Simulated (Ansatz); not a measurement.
How fast does Si move in Si?

Computed with Ansatz 0.2.0, DFT PBE, scalar-relativistic, plane waves, PAW. Settings: 420 eV cutoff, 2×2×2 k-mesh, Gaussian smearing of 0.02 eV, no spin polarisation.

Host crystal, relaxed:

```
CELL_PARAMETERS angstrom
0.00000 2.73505 2.73505
2.73505 0.00000 2.73505
2.73505 2.73505 0.00000
ATOMIC_POSITIONS crystal
Si 0.75000 0.75000 0.75000
Si 0.50000 0.50000 0.50000
```

In a supercell of 54 host sites with charge -2, Si trades places with a neighbouring Si vacancy, moving 1.77 Å. Climbing-image nudged elastic band at fixed cell; the order of the saddle wasn't checked, and the small cell leaves errors of about a tenth of an eV.

| image | path (Å) | E − E(0) (eV) |
| --- | --- | --- |
| 0 | 0.00 | 0.000 |
| 1 | 0.40 | 0.040 |
| 2 | 0.80 | 0.092 |
| 3 | 1.14 | 0.084 |
| 4 | 1.47 | 0.086 |
| 5 | 1.81 | 0.027 |
| 6 | 2.14 | 0.000 |

**Question.** What are the barriers forward and back, and what attempt frequency does the shape suggest?

**Answer.** Forward 0.09 eV, back 0.09 eV, the ends being level. For a sinusoidal profile E_b sin²(πx/l), with the Si atom alone moving, ν = (1/l)√(E_b/2m) = 2.2×10¹² s⁻¹, within an order of magnitude of the customary 10¹³ s⁻¹; a true prefactor needs the vibrations at the minimum and at the saddle.

**Question.** With ν = 10¹³ s⁻¹, how often does the exchange happen at 300, 600 and 1000 K once atom and vacancy are neighbours, taking the host as solid throughout? Does that give the diffusivity?

**Answer.** k = ν exp(−E_b/k_BT):
| T (K) | k (1/s) | wait (s) |
| --- | --- | --- |
| 300 | 2.8×10¹¹ | 3.5×10⁻¹² |
| 600 | 1.7×10¹² | 5.9×10⁻¹³ |
| 1000 | 3.4×10¹² | 2.9×10⁻¹³ |

No. The atom can jump only when a vacancy is beside it, so where vacancies are thermal the activation energy of diffusion adds the vacancy's formation energy; where doping, quenching or off-stoichiometry fixes their number, it doesn't. And repeated exchanges only swap the two back and forth: Si gets on when the vacancy moves round it by other jumps, which the correlation factor counts. An error of 0.1 eV in the barrier changes k by a factor of 48 at 300 K and 3.2 at 1000 K.

The relaxation kept the symmetry at the defect while a level is partly filled, so a distortion that splits the level (Jahn–Teller) was held off and may lie lower. The cell is also small for a charged defect.

Cost: 1 run of about 24 core-minutes, on Intel Xeon 6975P-C (Granite Rapids) (shared hosts).